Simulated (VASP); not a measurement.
The system is TaN.

```
Ta N
1.0
     3.04800    0.00000    0.00000
    -1.52400    2.63965    0.00000
     0.00000    0.00000    4.91800
Ta N
2 2
Direct
  0.00000 0.00000 0.00000
  0.00000 0.00000 0.50000
  0.33333 0.66667 0.25000
  0.66667 0.33333 0.75000
```

Base run:

```yaml
Program: VASP 6.6.1
Functional: r2SCAN
Potentials_or_basis: VASP PAW PBE potentials, release 64 (Ta_pv, N)
Cutoff: 520 eV
k_mesh: 7 × 7 × 4
Occupations: gaussian, width 0.05 eV
Spin: collinear spin, ferromagnetic start
Starting_moments: "[0.5, 0.5, 0.0, 0.0] μB"
Fixed_moment: 0 μB
Hubbard_terms: Ta d U = 6 eV
```

Its results: pressure 80.5 GPa; net moment 0.00 μB per cell.

Problem. The run is repeated on the same cell with these changes: fixed moment from 0 μB to none; hubbard terms from Ta d U = 6 eV to Ta d U = 8 eV. What comes out?

Solution. Pressure 89.3 GPa; net moment 0.06 μB per cell; site moments Ta +0.02; N -0.00 μB.

Caveats: a pressure of tens of GPa on the cell as given is suspect, and the run, the potentials or the cell itself is likely at fault; the PAW data sets were made with another functional, which shifts forces and pressure a little; the total moment is fixed, so each spin has its own Fermi level (some runs).
